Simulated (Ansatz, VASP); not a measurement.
One calculation of MgI2, two programs

File INCAR:

```
SYSTEM = MgI2
ALGO = Normal
EDIFF = 1E-8
ENCUT = 520
GGA = PS
ISIF = 2
ISMEAR = -1
LASPH = .True.
LCHARG = .False.
LEFG = .True.
LREAL = .False.
LWAVE = .False.
NBANDS = 15
NELM = 60
PREC = Accurate
SIGMA = 0.03
```

KPOINTS

```
k-points
0
Gamma
  7 7 4
  0 0 0
```

The input POSCAR:

```
MgI2
1.0
    4.0689069387      0.0000000000      0.0000000000
   -2.0344534694      3.5237767745      0.0000000000
    0.0000000000      0.0000000000      6.7219198780
Mg I
1 2
Direct
    0.0000000000      0.0000000000      0.0000000000
    0.3333333333      0.6666666667      0.7576300000
    0.6666666667      0.3333333333      0.2423700000
```

Input for Ansatz:

```yaml
crystal:
  lattice:
    - [4.0689069387, 0.0, 0.0]
    - [-2.0344534694, 3.5237767745, 0.0]
    - [0.0, 0.0, 6.721919878]
  atoms:
    - { symbol: Mg, position: [0.0, 0.0, 0.0] }
    - { symbol: I, position: [0.3333333333, 0.6666666667, 0.75763] }
    - { symbol: I, position: [0.6666666667, 0.3333333333, 0.24237] }
kpoints:
  mp_grid: { grid: [7, 7, 4] }
scf:
  occupations: { method: fermi_dirac, width: 0.03 }
hamiltonian:
  xc: pbesol
  pseudopotentials: { kind: paw }
output:
  forces: true
  stress: true
  eigenvalues: true
  efg: { contact_densities: true }
  write_density: true
  write_potential: true
  elf: true
  volumetric_format: npy
```

Change from the starting cell: volume scaled by 0.94, PAW files.

Alike in both runs: task electric field gradients; functional PBEsol; k mesh 7 × 7 × 4; occupations fermi-dirac, width 0.03 eV; no spin polarisation.

|  | VASP | Ansatz |
| --- | --- | --- |
| version | VASP 6.6.1 | Ansatz 0.2.0 |
| potentials or method | VASP PAW PBE potentials, release 64 (Mg, I) | PAW with Ansatz's default frozen-core files, scalar-relativistic |
| plane-wave cutoff (eV) | 520 | 420 |
| valence electrons in the cell | 16 | 44 |

```tsv
	VASP	Ansatz	Ansatz less VASP
gap on the k mesh at the Fermi level (eV)	3.48	3.50	+0.015
pressure (GPa)	1.9	1.9	+0.01
largest component of the traceless stress (GPa)	0.21	0.21	-0.004
rms of the force components (eV/Å)	0.134	0.135	+0.0009
Vzz of the field gradient on the site that differs most (V/Å²)	-48.9	-50.4	-1.52
```

Atom by atom the forces differ by 0.001 eV/Å (rms over components). The two sets of potentials don't hold the same shells in valence. Ansatz warned: «gradients_without_spin_orbit».

Caveats: the PAW data sets were made with another functional, which shifts forces and pressure a little (VASP); spin-orbit coupling is left out, which moves the levels of the heavy elements; an odd mesh through Γ misses points on the zone boundary, where band edges often lie; this functional lacks dispersion, which binds the layers, so the pressure and a relaxed spacing across them are unreliable.
